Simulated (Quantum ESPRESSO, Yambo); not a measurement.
An input for Yambo 5.3.0 (MgO (Periclase)):

```
HF_and_locXC
gw0
dyson
ppa
em1d
rim_cut
RandQpts= 1000000
RandGvec= 1 RL
EXXRLvcs= 76 Ry
VXCRLvcs= 304 Ry
Chimod= "HARTREE"
% BndsRnXp
 1 | 53 |
%
NGsBlkXp= 13 Ry
% LongDrXp
 1 | 0 | 0 |
%
% GbndRnge
 1 | 53 |
%
DysSolver= "n"
ExtendOut
PPAPntXp= 27.21138 eV
% QPkrange
 1 | 1 | 7 | 10 |
%
```

The database entry behind the starting cell differs from later determinations by our own check (about 0.1 % long), so it need not match the best structure at ambient conditions.

```sh
OMP_NUM_THREADS=1 mpirun -n 4 yambo -F gw6.in -J gw6 -C gw6 > gw6.log
```

The stored states that it reads are on a 8×8×8 mesh. Symmetry: Fm-3m, No. 225, cubic system. The conventional cell has a = 4.217 Å, b = 4.217 Å, c = 4.217 Å, α = 90.00°, β = 90.00°, γ = 90.00°. Mg has 6 O at 2.11 Å nearest. Nearest to O lie 6 Mg at 2.11 Å. Farther neighbours and most contacts between anions are not listed.

**Question.** Estimate wall time and host memory on 4 MPI ranks of Intel Xeon Platinum 8259CL at 2.50GHz (Skylake/Cascade Lake), shared host.

It took 7.3 min; on shared hardware allow 3.7 min to 15 min. Peak host memory was 1.4 GiB.

The screening grows as filled bands × empty bands × pairs of k points, times the square of the screening basis for the matrix.

[Paths, hosts, dates, memory and timing lines, banners, echoed tables and standing remarks are left out of the program output.]

[Logs are printed without paths, hosts, clocks, repeated set-up lines and the standing remarks that a program may print on its own settings, such as how far it seeks lower states.]

[Runs of the session that timed out or met a known fault of the program may be left out.]

[Hosts, paths, dates, database ids (printed as entryN), source tags and the programs' standing remarks are cut or masked in the printed files.]
